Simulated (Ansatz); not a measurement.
PtS2 in Ansatz: the effect of functional

The system is PtS2.

```xyz
3
Lattice="3.4953 0.0000 0.0000 -1.7477 3.0270 0.0000 0.0000 0.0000 4.9707" Properties=species:S:1:pos:R:3 pbc="T T T"
Pt    0.0000    0.0000    0.0000
S     1.7477    1.0090    3.8424
S     0.0000    2.0180    1.1283
```

The cell isn't the ideal one: volume scaled by 0.96.

Alike in all runs:

- Program: Ansatz 0.2.0
- Task: single point
- Potentials or basis: Ansatz PAW
- k mesh: 9 × 9 × 5
- Occupations: fermi-dirac, width 0.05 eV
- Spin: no spin polarisation

```tsv
functional	cutoff	gap on the mesh (eV)	pressure (GPa)	largest force (eV/Å)
PBEsol	420 eV (not typed: the program's choice for these potentials)	0.99	14.0	1.63
r2SCAN	500 eV (not typed: the program's choice for these potentials)	1.24	17.3	1.90
LDA	420 eV (not typed: the program's choice for these potentials)	0.94	10.9	1.47
PBE	420 eV (not typed: the program's choice for these potentials)	?	?	?
```

Task: What does the run with functional PBE give?

Result: gap on the mesh 1.06 eV; pressure 19.5 GPa; largest force 1.93 eV/Å.

Caveats: odd divisions of the mesh miss points on the zone boundary, where band edges often lie, so the gap on the mesh can be too wide; spin-orbit coupling is left out, which moves the levels of the heavy elements; forces of over 1 eV/Å show positions far from the minimum, so gaps and moduli don't describe the material at rest; the PAW data sets come from PBE, with cores solved anew for the run's functional, which leaves a small shift of forces and pressure (some runs).

A k mesh can miss the band edges.
